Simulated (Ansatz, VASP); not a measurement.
# Two plane-wave programs on C

```
CELL_PARAMETERS angstrom
1.22805 -2.12706 0.00000
1.22805 2.12706 0.00000
0.00000 0.00000 7.17327
ATOMIC_POSITIONS crystal
C 0.08338 0.91662 0.75314
C 0.58338 0.41662 0.24686
C 0.91662 0.08338 0.24686
C 0.41662 0.58338 0.75314
```

Alike in both runs: task single point; functional PBE; k mesh 6 × 6 × 1; occupations gaussian, width 0.1 eV; no spin polarisation.

```csv
,VASP,Ansatz
version,VASP 6.6.1,Ansatz 0.2.0
potentials or method,"VASP PAW PBE potentials, release 64 (C)","scalar-relativistic, plane waves, PAW"
plane-wave cutoff (eV),520,420
valence electrons in the cell,16,16
```

|  | VASP | Ansatz | Ansatz less VASP |
| --- | --- | --- | --- |
| gap on the k mesh at the Fermi level (eV) | 0.30 | 0.30 | 0.000 |
| least direct gap on the mesh (eV) | 0.30 | 0.30 | 0.000 |
| pressure (GPa) | 4.8 | 4.4 | -0.37 |
| largest component of the traceless stress (GPa) | 2.24 | 1.70 | -0.544 |
| rms of the force components (eV/Å) | 0.021 | 0.020 | -0.0002 |

Atom by atom the forces differ by 0.000 eV/Å (rms over components).

Caveats: the k mesh is coarse (spacing up to 0.88 Å⁻¹), so the values aren't converged; an odd mesh through Γ misses points on the zone boundary, where band edges often lie; this functional lacks dispersion, which binds the layers, so the pressure and a relaxed spacing across them are unreliable.
